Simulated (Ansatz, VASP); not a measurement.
K in VASP and in Ansatz

```
K
1.0
    -2.61250    2.61250    2.61250
     2.61250   -2.61250    2.61250
     2.61250    2.61250   -2.61250
K
1
Cartesian
  0.0000 0.0000 0.0000
```

Alike in both runs: functional PBEsol; k mesh 12 × 12 × 12; occupations gaussian, width 0.1 eV; no spin polarisation.

Ansatz relaxed the structure, and its values are those at the end. VASP's run is a single point on that final structure, the one shown.

```csv
,VASP,Ansatz
version,VASP 6.6.1,Ansatz 0.2.0
potentials or method,"VASP PAW PBE potentials, release 64 (K_sv)","scalar-relativistic, plane waves, PAW"
plane-wave cutoff (eV),520,420
valence electrons in the cell,9,9
```

```tsv
	VASP	Ansatz	Ansatz less VASP
gap on the k mesh at the Fermi level (eV)	none	none	-
pressure (GPa)	0.0	0.0	+0.01
```

A gap of «none» marks a metal or a gap that the smearing closes. The functional is the same, so the differences come from potentials, cutoffs and numerics.

Caveats: the PAW data sets were made with another functional, which shifts forces and pressure a little (VASP).
